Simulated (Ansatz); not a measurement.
CaSe (started from an entry of an open crystallographic database), relaxed with r2SCAN, was run in Ansatz under altered settings. All numbers are computed, without spin polarisation but where a row says otherwise.

```yaml
crystal:
  lattice:
    - [0.00000, 2.96753, 2.96753]
    - [2.96753, 0.00000, 2.96753]
    - [2.96753, 2.96753, 0.00000]
  atoms:
    - { symbol: Ca, position: [0.00000, 0.00000, 0.00000] }
    - { symbol: Se, position: [0.50000, 0.50000, 0.50000] }
```

The base run's other keys:
```yaml
kpoints:
  mp_grid: { grid: [4, 4, 4] }
hamiltonian:
  xc: hse06
scf:
  occupations: { method: fixed }
  n_extra_bands: 4
```

It takes 13 iterations with 965 plane waves at 420 eV and 8 k points, and leaves a mean stress of +0.27 GPa. The gap over this mesh is 3.000 eV.

Outcomes, with energy and stress as changes against the base:

| setting | outcome | ΔF (meV/atom) | Δ mean stress (GPa) | gap on the mesh (eV) | iterations |
| --- | --- | --- | --- | --- | --- |
| PBE hybrid, exx coeff 0.05, omega 0.3 1/Å | converged | – | +0.3 | 2.196 | 9 |
| PBE hybrid, exx coeff 0.1, omega 0.2078 1/Å | converged | – | +0.2 | 2.423 | 9 |
| PBE hybrid, exx coeff 1.5, omega 0.1 1/Å | refused | – | – | – | – |
| PBE hybrid, exx coeff 0.4, omega 0.3 1/Å | converged | – | -0.1 | 3.272 | 16 |
| basis.ecutwfc: 500 | converged | -0.3 | 0.0 | 3.000 | 13 |
| basis.ecutwfc: 160 | converged, warned | +8528 | +1.1 | 3.569 | 13 |

A dash marks a value that wasn't obtained or can't be compared. Stress is positive in compression.

- PBE hybrid, exx coeff 0.05, omega 0.3 1/Å. That is 5 % exact exchange, screened with ω = 0.3 1/Å, against HSE06's 25 % screened at 0.208 1/Å. The mean stress moves by +0.3 GPa and the gap on the mesh by -0.803 eV (to 2.196). Totals of different functionals aren't comparable.
- PBE hybrid, exx coeff 0.1, omega 0.2078 1/Å. That is 10 % exact exchange, screened with ω = 0.2078 1/Å, against HSE06's 25 % screened at 0.208 1/Å. The mean stress moves by +0.2 GPa and the gap on the mesh by -0.577 eV (to 2.423). Totals of different functionals aren't comparable.
- PBE hybrid, exx coeff 1.5, omega 0.1 1/Å. It is rejected at once. Error: invalid value for `hamiltonian.xc.exx.coeff`: must be finite and in (0, 1]; got 1.5
- PBE hybrid, exx coeff 0.4, omega 0.3 1/Å. That is 40 % exact exchange, screened with ω = 0.3 1/Å, against HSE06's 25 % screened at 0.208 1/Å. The mean stress moves by -0.1 GPa and the gap on the mesh by +0.272 eV (to 3.272). Totals of different functionals aren't comparable.
- basis.ecutwfc: 160. 259 plane waves in place of 965. The free energy moves by +8528 meV an atom, the mean stress by +1.1 GPa and the gap on the mesh by +0.569 eV (to 3.569). The basis is too small: these are errors of the cutoff. Warned: cutoff below recommended.

Within 1 meV an atom, 0.1 GPa and 0.005 eV of the base stay: basis.ecutwfc: 500.

Spin-orbit coupling is left out.

The stress of a hybrid is loosely converged in these runs.

The meshes of the hybrids are coarse, so their gaps aren't converged to the digits shown.
